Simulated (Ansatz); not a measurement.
# Formation energy and levels of the self-interstitial O_i (4-fold void) in In2O3 (R-3c)

Wanted: the transition levels of a self-interstitial in In2O3 (R-3c), from a cell of 80 host atoms with 1 O put in.

Calculated with Ansatz 0.2.0; place-levels on r2SCAN runs: charge-transition levels and formation energies with image-charge correction and potential alignment at the atomic sites; PAW set soft_1.

**Measured values to reproduce.**

For In2O3, rhombohedral (corundum-type), from the matched diffraction card and hexagonal indexing (hydrothermally grown microspheres, annealed at 400 C), “Fabrication and performance enhancement of an In2O3/BiVO4 heterojunction for N-butanol gas sensing applications” (2024, pmc:11650617) gives, by UV-visible absorption, Tauc-type extrapolation: band gap (optical gap from linear extrapolation of the absorption edge) 3.08 eV [Tauc-type extrapolation of powder absorption edge; transition type (direct or indirect) …].

## (1) The starting structure

The cell holds 81 atoms: 32 In and 49 O. Its edges and angles: a = 11.607 Å, b = 11.607 Å, c = 11.607 Å, α = 56.7°, β = 56.7°, γ = 56.7°. It derives from In2O3 (space group R-3c). Nearest the centre at fractional (0.233, 0.310, 0.176): O81 at 0.00 Å, O9 at 1.93 Å, O5 at 1.93 Å, O6 at 1.93 Å, In3 at 1.93 Å, In1 at 2.49 Å, In24 at 2.53 Å, In12 at 2.69 Å.

Screening for the image-charge correction: ε∞ = (5.22, 5.22, 4.98), ε0 = (12.14, 12.14, 15.15), computed on the host (DFPT, PBEsol, on the r2SCAN cell), and a cell off the functional's own equilibrium shifts the ionic part.

The cell's shortest repeat is 11.0 Å.

## (2) What was run first

Levels follow from differences of total energies between charge states, each relaxed by itself.

Each atom starts 0.05 Å or so off its site in a random direction. Forces are taken at one point at (¼, ¼, ¼). The cell holds 2 electrons more than the neutral one, with a uniform background that keeps it neutral on the whole.

The sampling was tested on the host first: at the k-points planned (1x1x1 shifted 0.25 0.25 0.25) its energy lies 0.006 eV an atom from the dense-mesh value, under the bound of 0.02 eV set for this test; that bounds the host's error, not the defect's.

One state's input; the others differ in charge, spin, start and seed, and in occupations where the table says so.

File qm2.relax/input.yaml:

```yaml
crystal:
  lattice:
    - [5.50869548, 3.18044685, 9.70899349]
    - [-5.50869548, 3.18044685, 9.70899349]
    - [0.0, -6.36089361, 9.70899352]
  atoms:
    - { symbol: In, position: [0.32146711, 0.32146711, 0.32146711] }
    - { symbol: In, position: [0.42853289, 0.42853289, 0.42853289] }
    - { symbol: In, position: [0.17853289, 0.17853289, 0.17853289] }
[... 1 atom line left out ...]
    - { symbol: O, position: [0.02329444, 0.375, 0.22670556] }
    - { symbol: O, position: [0.375, 0.22670556, 0.02329444] }
    - { symbol: O, position: [0.22670556, 0.02329444, 0.375] }
    - { symbol: O, position: [0.47670556, 0.125, 0.27329444] }
    - { symbol: O, position: [0.27329444, 0.47670556, 0.125] }
    - { symbol: O, position: [0.125, 0.27329444, 0.47670556] }
    - { symbol: In, position: [0.32146711, 0.32146711, 0.82146711] }
    - { symbol: In, position: [0.42853289, 0.42853289, 0.92853289] }
[... 1 atom line left out ...]
    - { symbol: In, position: [0.07146711, 0.07146711, 0.57146711] }
[... 5 atom lines left out ...]
    - { symbol: O, position: [0.125, 0.27329444, 0.97670556] }
[... 1 atom line left out ...]
    - { symbol: In, position: [0.42853289, 0.92853289, 0.42853289] }
[... 1 atom line left out ...]
    - { symbol: In, position: [0.07146711, 0.57146711, 0.07146711] }
[... 12 atom lines left out ...]
    - { symbol: O, position: [0.22670556, 0.52329444, 0.875] }
[... 4 atom lines left out ...]
    - { symbol: In, position: [0.92853289, 0.42853289, 0.42853289] }
[... 1 atom line left out ...]
    - { symbol: In, position: [0.57146711, 0.07146711, 0.07146711] }
[... 15 atom lines left out ...]
    - { symbol: O, position: [0.625, 0.27329444, 0.97670556] }
[... 7 atom lines left out ...]
    - { symbol: O, position: [0.97670556, 0.625, 0.27329444] }
[... 12 atom lines left out ...]
    - { symbol: O, position: [0.232823, 0.310221, 0.176441] }
  host:
    repeats: [2, 2, 2]
    atoms:
      - { symbol: In, position: [0.64293421, 0.64293421, 0.64293421] }
      - { symbol: In, position: [0.85706579, 0.85706579, 0.85706579] }
      # ... 8 more atoms of the perfect host
total_charge: -2
basis:
  ecutwfc: 500
  xc_grid: 2
hamiltonian:
  xc: r2scan
  pseudopotentials: { kind: paw, azcp: { folder: soft_1 } }
kpoints:
  mp_grid: { grid: [1, 1, 1], shift: [0.25, 0.25, 0.25] }
scf:
  occupations: { method: fixed }
  max_iter: 100
output:
  forces: true
  charged_corrections:
    epsilon: [5.22, 5.22, 4.98]
    static_epsilon: [12.14, 12.14, 15.15]
    defect_position: [0.232823, 0.310221, 0.176441]
relax:
  f_tol: 0.02
  max_steps: 80
  random_displacement: { amplitude: 0.05, seed: 6131 }
checkpoint:
  write: "../qm2.relax.run"
  compress: false
  write_wavefunctions: true
  write_every: 100000
```

Launch:

```sh
$ ansatz run input.yaml --threads 10 --pin off --max-ram 37683MiB --backend cuda --events-out ev --progress --plain --runs-dir out
```

The relaxed structure is kept and the sampling changed to a 2×2×2 shifted mesh.

The run of this state that the levels use, under r2SCAN:

File qm2.point/input.yaml:

```yaml
crystal:
  checkpoint: "../qm2.relax.run"
  host: checkpoint
total_charge: -2
basis:
  ecutwfc: 500
  xc_grid: 2
hamiltonian:
  xc: r2scan
  pseudopotentials: { kind: paw, azcp: { folder: soft_1 } }
kpoints:
  mp_grid: { grid: [2, 2, 2], shift: [0.5, 0.5, 0.5] }
scf:
  occupations: { method: fermi_dirac, width: 0.01 }
  max_iter: 100
output:
  forces: true
  eigenvalues: true
  charged_corrections:
    epsilon: [5.22, 5.22, 4.98]
    static_epsilon: [12.14, 12.14, 15.15]
    defect_position: [0.232823, 0.310221, 0.176441]
  eigenstates: { localisation: true }
  populations: true
checkpoint:
  read: "../qm2.relax.run"
  write: "../qm2.point.run"
  compress: false
  write_wavefunctions: false
  write_every: 100000
```

Relaxations under r2SCAN at one point at (¼, ¼, ¼); times on 1 × NVIDIA H100 80GB HBM3 with 10 threads of AMD EPYC 7R13 (Zen 3), shared host:

| charge | moment (μB) | occupations | outcome | steps | largest displacement against the far atoms (Å) | time |
| --- | --- | --- | --- | --- | --- | --- |
| −2 | 0 | fixed | converged | 15 | 1.31 | 20 s |
| −2 | 2 | fixed | converged | 19 | 1.10 | 33 s |
| −1 | 1 | fixed | converged | 15 | 1.10 | 29 s |
| 0 | 0 | fixed | converged | 12 | 1.39 | 16 s |
| 0 | 2 | fixed | converged | 11 | 0.65 | 23 s |
| +1 | 1 | fixed | converged | 12 | 1.24 | 27 s |

Single points under r2SCAN at a 2×2×2 shifted mesh; times on 1 × NVIDIA H100 80GB HBM3 with 10 threads of AMD EPYC 7R13 (Zen 3), shared host:

| charge | moment (μB) | occupations | outcome | time |
| --- | --- | --- | --- | --- |
| −2 | 0 | fermi-dirac | converged | 7.8 s |
| −2 | 2 | fermi-dirac | converged | 18 s |
| −1 | 1 | fermi-dirac | converged | 17 s |
| 0 | 0 | fermi-dirac | converged | 7.6 s |
| 0 | 2 | fermi-dirac | converged | 19 s |
| +1 | 1 | fermi-dirac | converged | 18 s |

Distances (Å) from O81 to the nearest atoms after relaxation with r2SCAN:

| charge | moment (μB) | 1. | 2. | 3. | 4. | 5. | 6. |
| --- | --- | --- | --- | --- | --- | --- | --- |
| −2 | 0 | In 2.16 | In 2.17 | In 2.22 | In 2.26 | O 2.47 | O 2.49 |
| −2 | 2 | O 2.13 | In 2.15 | In 2.16 | In 2.29 | O 2.45 | In 2.61 |
| −1 | 1 | O 2.13 | In 2.15 | In 2.16 | In 2.29 | O 2.45 | In 2.61 |
| 0 | 0 | O 1.51 | In 2.14 | In 2.21 | In 2.49 | O 2.54 | O 2.78 |
| 0 | 2 | O 2.10 | O 2.26 | In 2.28 | In 2.28 | O 2.31 | In 2.37 |
| +1 | 1 | O 1.37 | In 2.20 | In 2.37 | O 2.58 | In 2.59 | O 2.77 |

## (3) place-levels, r2SCAN

A charged cell interacts with its images and the background, and its potential has another zero than the host's. place-levels removes the first by a point-charge model, screened by the static dielectric constant since the ions have relaxed around the charge, and the second by comparing potentials at atoms far from the defect.

The host is a run of the defect-free crystal in the same cutoffs, grids and k-points, so that basis and sampling errors cancel in part in the differences. The host is run in a cell of 10 atoms on a matching mesh. Its band edges are searched through the zone by a band path, so the gap is smaller than, or equal to, that on the mesh. Chemical potentials are energies per atom of O (O2 molecule), run with the same functional and cutoff.

File levels.point.yaml:

```yaml
host:
  run: host.point.run
states: [qm2.point.run, qm2_M2.point.run, qm1_M1.point.run, q0.point.run, q0_M2.point.run, qp1_M1.point.run]
geometry_from:
  qm2.point.run: qm2.relax.run
  qm2_M2.point.run: qm2_M2.relax.run
  qm1_M1.point.run: qm1_M1.relax.run
  q0.point.run: q0.relax.run
  q0_M2.point.run: q0_M2.relax.run
  qp1_M1.point.run: qp1_M1.relax.run
  host.point.run: host.relax.run
chemical_potentials:
  O:
    energy: -565.989614
    dataset: <sha256 of the dataset>
epsilon: [5.22, 5.22, 4.98]
static_epsilon: [12.14, 12.14, 15.15]
vertical:
  - { from: qm2.point.run, to: qm2.point_neutral.run }
  - { from: qm2_M2.point.run, to: qm2_M2.point_neutral.run }
  - { from: qm1_M1.point.run, to: qm1_M1.point_neutral.run }
  - { from: qp1_M1.point.run, to: qp1_M1.point_neutral.run }
```

Launch:

```sh
$ ansatz place-levels levels.point.yaml -- --threads 10 --pin off --max-ram 37683MiB
```

Numbers of over 12 decimals in the logs are rounded to 6 here.

What it wrote:

```text
[... repeated set-up lines and file paths are left out, and long positions are rounded to six places ...]
(+1/0) 0.402 eV above the valence edge, 1.399 eV under the conduction edge
(0/-1) 2.298 eV above the valence edge, in the conduction band; not on the lower envelope
(-1/-2) 1.867 eV above the valence edge, in the conduction band; not on the lower envelope
(0/-2) 2.083 eV above the valence edge, in the conduction band: charges between them are lowest nowhere
formation energy of charge +1: +1.432 eV with the Fermi level at the valence edge
formation energy of charge 0: +1.834 eV with the Fermi level at the valence edge
formation energy of charge -1: +4.132 eV with the Fermi level at the valence edge
formation energy of charge -2: +5.999 eV with the Fermi level at the valence edge
vertical -2 to 0: no energy, since no alignment is typed
  the change from vertical[0].from (qm2.point.run) to vertical[0].to (qm2.point_neutral.run): by its potential at epsilon [5.22, 5.22, 4.98] it stands at 0.373 0.142 0.110, with an rms radius of about 3.4 Å (1.8 2.1 2.1 Å across the planes of the cell's [...]
vertical -2 to 0: no energy, since no alignment is typed
  the change from vertical[1].from (qm2_M2.point.run) to vertical[1].to (qm2_M2.point_neutral.run): by its spins about the atoms it stands at 0.298 0.450 0.125, with an rms radius of about 3.2 Å (1.9 1.9 1.7 Å across the planes of the cell's vectors); [...]
vertical -1 to 0: no energy, since no alignment is typed
  the change from vertical[2].from (qm1_M1.point.run) to vertical[2].to (qm1_M1.point_neutral.run): by its potential at epsilon [5.22, 5.22, 4.98] it stands at 0.308 0.440 0.126, with an rms radius of about 2.3 Å (1.5 1.5 1.0 Å across the planes of the cell's [...]
vertical +1 to 0: no energy, since no alignment is typed
  the change from vertical[3].from (qp1_M1.point.run) to vertical[3].to (qp1_M1.point_neutral.run): by its potential at epsilon [5.22, 5.22, 4.98] it stands at 0.373 0.206 0.047, with an rms radius of about 0.7 Å (0.0 0.5 0.5 Å across the planes of the cell's [...]
  edges by r2scan, gap 1.801 eV; the host is sampled to repeats of 22.03 Å
  the defect's cells are sampled to repeats of 22.03 Å, like sampling
  charge +1: -207466.5511 eV with its correction of +0.248 eV, at epsilon [12.14, 12.14, 15.15], aligned at sites: +0.0903 eV, mean over 26 atomic sites at or beyond 5.51 Å from the defect at [0.2328, 0.3102, 0.1764], with +0.000000 for the charge's moments [...]
  charge 0: +0.000 eV for its dipole among its images, +0.000 omitted
  charge -1: -207446.8920 eV with its correction of +0.032 eV, at epsilon [12.14, 12.14, 15.15], aligned at sites: +0.1259 eV, mean over 26 atomic sites at or beyond 5.51 Å from the defect at [0.2328, 0.3102, 0.1764], with +0.008751 for the charge's moments [...]
  charge -2: -207436.5459 eV with its correction of +0.294 eV, at epsilon [12.14, 12.14, 15.15], aligned at sites: +0.1688 eV, mean over 26 atomic sites at or beyond 5.51 Å from the defect at [0.2328, 0.3102, 0.1764], with +0.000000 for the charge's moments [...]
  charge 0: states[4] (q0_M2.point.run) stands 1.328 eV higher, with a moment of 2.00 μB against 0.00
  charge -2: states[1] (qm2_M2.point.run) stands 1.468 eV higher, with a moment of 2.00 μB against 0.00
  of states[5] (qp1_M1.point.run): its displacements don't fall off away from the defect: farther atoms stand 0.026 Å off the host's places. [...]
  of states[3] (q0.point.run): its displacements don't fall off away from the defect: farther atoms stand 0.017 Å off the host's places. [...]
  of states[2] (qm1_M1.point.run): its alignment with the host at atomic sites is doubtful: the mean over the far sites moves by -0.0530 eV from their farther parts to their nearer, more than 0.05 eV. [...]
  of states[0] (qm2.point.run): it parts from the run at its places by a charge that spreads by about 2.1 Å along one vector (1.6 Å or more is wide), by its potential at epsilon [5.22, 5.22, 4.98], taken for that of held ions (one typed too small widens it), [...]
  of states[4] (q0_M2.point.run): the far atoms show a dipole or second moment of the defect's charge, for which the correction takes or leaves out 0.06 eV: further moments aren't read, and the relaxed atoms' own pattern can pass for one, so compare a larger [...]
  of states[1] (qm2_M2.point.run): it parts from the run at its places by a charge that spreads by about 1.9 Å along one vector (1.6 Å or more is wide), by the spins about the atoms, where the cell does not tell a trapped carrier from a band state. [...]
  of vertical[0].from (qm2.point.run): its displacements don't fall off away from the defect: farther atoms stand 0.048 Å off the host's places. [...]
  vertical[0].to (qm2.point_neutral.run): levels filled in part (TS 0.019 eV): its energy is of no whole electron's
  of vertical[0].to (qm2.point_neutral.run): its displacements don't fall off away from the defect: farther atoms stand 0.048 Å off the host's places. [...]
  of vertical[1].from (qm2_M2.point.run): its displacements don't fall off away from the defect: farther atoms stand 0.025 Å off the host's places. [...]
  of vertical[1].to (qm2_M2.point_neutral.run): its displacements don't fall off away from the defect: farther atoms stand 0.025 Å off the host's places. [...]
  of vertical[2].from (qm1_M1.point.run): its displacements don't fall off away from the defect: farther atoms stand 0.026 Å off the host's places. [...]
  of vertical[2].to (qm1_M1.point_neutral.run): its displacements don't fall off away from the defect: farther atoms stand 0.026 Å off the host's places. [...]
  of vertical[3].from (qp1_M1.point.run): its displacements don't fall off away from the defect: farther atoms stand 0.026 Å off the host's places. [...]
  of vertical[3].to (qp1_M1.point_neutral.run): its displacements don't fall off away from the defect: farther atoms stand 0.026 Å off the host's places. [...]
```

Elapsed: 0.55 s, on 10 threads of AMD EPYC 7R13 (Zen 3), shared host.

Under r2SCAN the gap is 1.80 eV, (+1/0) 0.40, (0/−1) 2.30 (outside the gap), (−1/−2) 1.87 (outside the gap) eV.

Levels between the charges placed, in eV above the valence top:

|  | gap (eV) | (+1/0) | (0/−1) | (−1/−2) |
| --- | --- | --- | --- | --- |
| r2SCAN | 1.80 | 0.40 | 2.30 | 1.87 |

Corrections by state:

| charge | moment (μB) | image terms and alignment (eV) | band filling (eV) | ε used | over the lowest of its charge, as the program ranks them, band filling apart (eV) |
| --- | --- | --- | --- | --- | --- |
| +1 | 1.0 | 0.248 | - | principal values (12.14, 12.14, 15.15) | 0.000 |
| 0 | 0.0 | 0.000 | - | - | 0.000 |
| −1 | 1.0 | 0.032 | - | principal values (12.14, 12.14, 15.15) | 0.000 |
| −2 | 0.0 | 0.294 | - | principal values (12.14, 12.14, 15.15) | 0.000 |
| 0 | 2.0 | 0.000 | - | - | 1.328 |
| −2 | 2.0 | 0.250 | - | principal values (12.14, 12.14, 15.15) | 1.468 |

The charged structures listed were also run neutral, and place-levels reads from each pair, by the potential or the spins, how wide the charge is by which they differ; that can be the carrier of either run.

| charge | rms radius (Å) | spread where it is widest against the cell (Å) | wide from (Å) | reading |
| --- | --- | --- | --- | --- |
| +1 | 0.7 | 0.49 | 1.57 | narrow |
| −1 | 2.3 | 1.50 | 1.57 | narrow |
| −2 | 3.4 | 2.08 | 1.57 | wide |

The neutral runs of these pairs need not share the spin of the lowest neutral state, and very wide values only mean spread over the cell.

From the program's caveats on the states, each cut to its opening words:

- charge +1 (1 μB), −1 (1 μB): its displacements don't fall off away from the defect: farther atoms stand 0.026 Å off the host's places
- charge +1 (1 μB), −1 (1 μB), 0 (2 μB), −2 (2 μB): flagged: stability check not made
- charge 0, 0 (2 μB): its displacements don't fall off away from the defect: farther atoms stand 0.017 Å off the host's places
- charge −1 (1 μB): its alignment with the host at atomic sites is doubtful: the mean over the far sites moves by -0.0530 eV from their farther parts to their nearer, more than [...]
- charge −1 (1 μB): the far atoms show a dipole or second moment of the defect's charge, for which the correction takes or leaves out 0.141 eV: further moments aren't read, and [...]
- charge −2: it parts from the run at its places by a charge that spreads by about 2.1 Å along one vector (1.6 Å or more is wide), by its potential at epsilon [5.22, 5.22, [...]
- charge −2: its alignment with the host at atomic sites is doubtful: the mean over the far sites moves by -0.0575 eV from their farther parts to their nearer, more than [...]
- charge −2: its displacements don't fall off away from the defect: farther atoms stand 0.048 Å off the host's places
- charge 0 (2 μB): the far atoms show a dipole or second moment of the defect's charge, for which the correction takes or leaves out 0.06 eV: further moments aren't read, and the [...]
- charge −2 (2 μB): it parts from the run at its places by a charge that spreads by about 1.9 Å along one vector (1.6 Å or more is wide), by the spins about the atoms, where the [...]
- charge −2 (2 μB): its alignment with the host at atomic sites is doubtful: the mean over the far sites moves by -0.0569 eV from their farther parts to their nearer, more than [...]
- charge −2 (2 μB): the far atoms show a dipole or second moment of the defect's charge, for which the correction takes or leaves out 0.131 eV: further moments aren't read, and [...]
- charge −2 (2 μB): its displacements don't fall off away from the defect: farther atoms stand 0.025 Å off the host's places
- charge −2 (2 μB): its moments are held at its close (magnetization.spin_locking), by a field of 0.508 eV a Bohr magneton, and its energy and levels are of the state that this [...]

The host's formation energy from the elements is -1.822 eV per atom; it sets how far the chemical potentials can move.

Limit set by the element alone; other compounds of these elements are not counted. Chemical potentials from the elements' reference states: In 0.00 eV, O -3.04 eV. Formation energy by charge state (In-rich; gap 1.80 eV):

| charge | at valence top (eV) | at conduction bottom (eV) | correction included (eV) |
| --- | --- | --- | --- |
| +1 | 4.47 | 6.27 | 0.25 |
| 0 | 4.87 | 4.87 | 0.00 |
| −1 | 7.17 | 5.37 | 0.03 |
| −2 | 9.04 | 5.43 | 0.29 |

Fermi level (eV), lowest formation energy (eV) and a bar from the least value:
```
     0.00       4.47 
     0.16       4.63 ############
     0.33       4.80 ########################
     0.49       4.87 ##############################
     0.65       4.87 ##############################
     0.82       4.87 ##############################
     0.98       4.87 ##############################
     1.15       4.87 ##############################
     1.31       4.87 ##############################
     1.47       4.87 ##############################
     1.64       4.87 ##############################
     1.80       4.87 ##############################
```

Limit set by the element alone; other compounds of these elements are not counted. Chemical potentials from the elements' reference states: O 0.00 eV, In -4.56 eV. Formation energies (O-rich), with the Fermi level at the valence top and at the conduction bottom (gap 1.80 eV):

| charge | at valence top (eV) | at conduction bottom (eV) | correction included (eV) |
| --- | --- | --- | --- |
| +1 | 1.43 | 3.23 | 0.25 |
| 0 | 1.83 | 1.83 | 0.00 |
| −1 | 4.13 | 2.33 | 0.03 |
| −2 | 6.00 | 2.40 | 0.29 |

(Fermi level (eV), lowest formation energy (eV)): (0.00, 1.43), (0.16, 1.60), (0.33, 1.76), (0.49, 1.83), (0.65, 1.83), (0.82, 1.83), (0.98, 1.83), (1.15, 1.83), (1.31, 1.83), (1.47, 1.83), (1.64, 1.83), (1.80, 1.83)

(Continued in part 2 of 2.)

[Logs are printed without paths, hosts, clocks, repeated set-up lines and the standing remarks that a program may print on its own settings, such as how far it seeks lower states.]

[Hosts, paths, dates, database ids (printed as entryN), source tags and the programs' standing remarks are cut or masked in the printed files.]

[Where a table of states has a column of steps, it counts the stored structures, which are thinned; the runs took as many ionic steps or more.]

[A defect's name tells the site on which it was built; relaxed atoms can leave that site.]

[For some hosts the program warned that the k-mesh of the response run may be too coarse for force constants and the static dielectric constant; such warnings are not shown here.]
